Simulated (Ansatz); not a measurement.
**MgO at 22 GPa: from Born charge to LO–TO splitting and polaron coupling**

These are results of DFT PBEsol, scalar-relativistic, plane waves, PAW (Ansatz), not measurements. Cutoff 420 eV, 10×10×10 k-points (Γ-centred), fixed occupations. No spin polarisation. Phonons by linear response, acoustic sum rule imposed.

The cell, relaxed at 22 GPa:
```xyz
2
Lattice="0.0000 2.0305 2.0305 2.0305 0.0000 2.0305 2.0305 2.0305 0.0000" Properties=species:S:1:pos:R:3 pbc="T T T"
Mg    0.0000    0.0000    0.0000
O     2.0305    2.0305    2.0305
```

Linear response gives ν_TO = 493.2 cm⁻¹, Born charges ±1.934 e (positive on Mg) and ε∞ = 3.131. The primitive cell holds 16.743 Å³, and the masses are 24.305 and 15.999 amu.

Problem. Find ν_LO and the static dielectric constant.

Solution. The long-wave field adds a restoring force: ω_LO² − ω_TO² = Z*²e²/(ε_vac ε∞ μV). In these units ν_LO² − ν_TO² = 4.92064×10⁷ Z*²/(μ V ε∞) cm⁻², with μ = m₁m₂/(m₁ + m₂) = 9.648 amu: 363885 cm⁻². So ν_LO = √(493.2² + 363885) = 779.2 cm⁻¹, and the run gives 779.2. Lyddane–Sachs–Teller then gives ε0 = ε∞ (ν_LO/ν_TO)² = 7.82, against 7.82 in the run (it forms both from the same three quantities, so the match checks the arithmetic only). Between ν_TO and ν_LO the dielectric function is negative and an undamped crystal reflects fully: a reststrahlen band from 12.8 to 20.3 μm.

Problem. What do the Clausius–Mossotti polarisability and the Szigeti charge come to?

Solution. With the Lorentz local field, α = (3V/4π)(ε∞ − 1)/(ε∞ + 2) = 1.66 Å³ for the pair, and e_S = 3Z*/(ε∞ + 2) = 1.13 e. The Born charge includes the electrons' response to the dipole's own local field, and e_S takes that enhancement out. The Lorentz field assumes point-like polarisable ions, a fair picture at this small ε∞.

Problem. How strongly does a slow electron couple to the LO mode?

Solution. For one isotropic parabolic band, Fröhlich's constant is α_F = (1/ε∞ − 1/ε0) √(m* Ry/ħω_LO), with Ry = 13.606 eV, ħω_LO = 96.6 meV and m* in free-electron masses: α_F = 0.1914 × 11.87 × √m* = 2.27 √m*. The band mass isn't part of this run; for m* = 0.1, 0.3 and 1 it gives 0.72, 1.24, 2.27. In weak coupling the polaron lies α_F ħω_LO below the band edge (120 meV at m* = 0.3) with a mass m*(1 + α_F/6); past α_F of about 5 or 6 that expansion fails. A semilocal functional's ε∞ tends to be too large, which taken alone lowers α_F.

Cost: 1 run of about 0.11 core-minutes, on Intel Xeon Platinum 8488C (Sapphire Rapids) (shared hosts).

The Born charges lie close to the nominal ionic value of two, as expected for closed-shell Mg²⁺ and O²⁻ with little charge transfer between them as the sublattices move. The smaller Szigeti charge doesn't mean that the ions are only half ionised; it reflects the deformation of the electron shells, chiefly the soft oxide ion, as neighbouring ions overlap. The wide LO–TO splitting follows from nearly full charges on light ions in a small cell, with only weak electronic screening across a wide gap. The lattice therefore supplies more than half of the static dielectric constant. Compression would be expected to reduce that share, because short-range repulsion stiffens the TO mode, but a single pressure can't show this.

For electrons, the dispersive, largely s-like conduction band of MgO suggests a light mass, and so a mobile large polaron rather than a self-trapped one. The estimate doesn't carry over to holes, whose O 2p bands are degenerate and heavier, and whose possible trapping depends on short-range lattice distortion outside the Fröhlich model.
